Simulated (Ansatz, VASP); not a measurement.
Two plane-wave programs on Hf2C

```
Hf C
1.0
     3.24758    0.00000    0.00000
    -1.62379    2.81249    0.00000
     0.00000    0.00000   11.02659
Hf C
4 2
Direct
  0.33333 0.66667 0.62401
  0.66667 0.33333 0.12401
  0.66667 0.33333 0.37599
  0.33333 0.66667 0.87599
  0.33333 0.66667 0.25000
  0.66667 0.33333 0.75000
```

Change from the starting cell: species swapped into the Te2Mo type (P6_3/mmc, No. 194).

Alike in both runs: functional PBE; k mesh 12 × 12 × 4; occupations gaussian, width 0.1 eV; no spin polarisation.

Ansatz relaxed the structure, and its values are those at the end. VASP's run is a single point on that final structure, the one shown.

```csv
,VASP,Ansatz
version,VASP 6.6.1,Ansatz 0.2.0
potentials or method,"VASP PAW PBE potentials, release 64 (Hf_pv, C)","scalar-relativistic, plane waves, PAW"
plane-wave cutoff (eV),520,420
valence electrons in the cell,48,112
```

VASP gave:

```
gap on the k mesh at the Fermi level (eV) : none
pressure (GPa)                            : -0.7
rms of the force components (eV/Å)        : 0.037
```

Question: What did Ansatz give for the same quantities?

Answer: gap on the k mesh at the Fermi level (eV): none; pressure (GPa): 0.0; rms of the force components (eV/Å): 0.000.

A gap of «none» marks a metal or a gap that the smearing closes. With one functional, cell and mesh, what is left measures potentials, basis and numerics. The two sets of potentials don't hold the same shells in valence.

The runs have no spin-orbit coupling, so splittings on Hf are missing.
